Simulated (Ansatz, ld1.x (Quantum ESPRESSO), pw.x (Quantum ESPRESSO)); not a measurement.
## Mn: does the RRKJ potential hold in the solid?

- Element: Mn (Z = 25)
- Generator: ld1.x (Quantum ESPRESSO) 7.5
- Type: norm-conserving RRKJ (Kleinman–Bylander form)
- Functional: PBEsol
- Relativity: scalar-relativistic
- Frozen core: [Ar]
- Valence charge: 7
- Reference configuration: 3d5 4s2 4p0
- Partial waves: 4p (bound, empty): rc 2.25 bohr; 3d (bound): rc 1.25 bohr; 4s (bound): rc 2.60 bohr
- Local potential: the s channel
- Core correction: Bessel-smoothed model core, default radius (core density twice the valence density)

Atomic tests: cutoffs needed: 100 Ry and 140 Ry (the cutoffs (Ry, on a coarse ladder) from which the occupation-weighted sum of valence levels, in a spherical-Bessel basis at the reference potential, stays within 10 and 1 mRy of its value at 400 Ry); ghost test: no extra level below or beside the all-electron valence levels (p, d, s, f tested) (spherical-Bessel basis up to 400 Ry, 20 bohr box); configuration tests: 1 of 7 tests not solved or not reliable.

Crystal test: fcc Mn in pw.x 7.5, no spin, 16³ k-points, Fermi–Dirac smearing 0.01 Ry, cutoffs 170/680 Ry. The reference is all-electron LAPW (Ansatz 0.2.0) with the same functional, mesh and smearing; V0 and B0 come from Birch–Murnaghan fits to the pressures at five volumes. Errors are pseudo minus all-electron; Δ is the rms difference of the E(V) curves that follow from these fits, minima aligned, over ±6 % about the mean V0. Mesh and smearing are coarse, so the numbers serve the comparison and aren't converged zero-temperature values; the lattice is a test structure that the element need not adopt. Spin polarisation and strong correlation are left out, which matters for this element.

All-electron: a0 = 3.463 Å (V0 = 10.38 Å³/atom), B0 = 305.3 GPa.

**Question.** How far does the potential miss the all-electron equation of state?

**Answer.** mean pressure error (GPa): +20.88. The pressure does not cross zero within the volumes sampled, so no fit is given. The largest radius (2.60 bohr) exceeds half the bond length (2.31 bohr), so the spheres overlap, which is one possible source of error among others. This is a poor potential for the solid. Atomic configuration tests: 1 of 7 tests not solved or not reliable.

```json
{"V (Å³/atom)": "9.854", "P all-electron (GPa)": "17.95", "P pseudo (GPa)": "43.07"}
{"V (Å³/atom)": "10.114", "P all-electron (GPa)": "8.55", "P pseudo (GPa)": "31.30"}
{"V (Å³/atom)": "10.373", "P all-electron (GPa)": "0.34", "P pseudo (GPa)": "20.99"}
{"V (Å³/atom)": "10.632", "P all-electron (GPa)": "-6.84", "P pseudo (GPa)": "11.94"}
{"V (Å³/atom)": "10.892", "P all-electron (GPa)": "-13.11", "P pseudo (GPa)": "4.00"}
```

**Question.** At the middle volume, how do free energy and pressure move when the wave cutoff is lowered (ecutrho kept at four times it)?

**Answer.**

```csv
cutoff (Ry),shift of F (meV/atom),shift of P (GPa)
76,+3518.2,-309.68
102,+82.7,-15.21
136,+10.7,-0.74
```

The run at the middle volume (145 k-points, 7 iterations) took about 45 s on one core of a shared host (Neoverse-V1, 32 threads, 247 GiB, load 13).
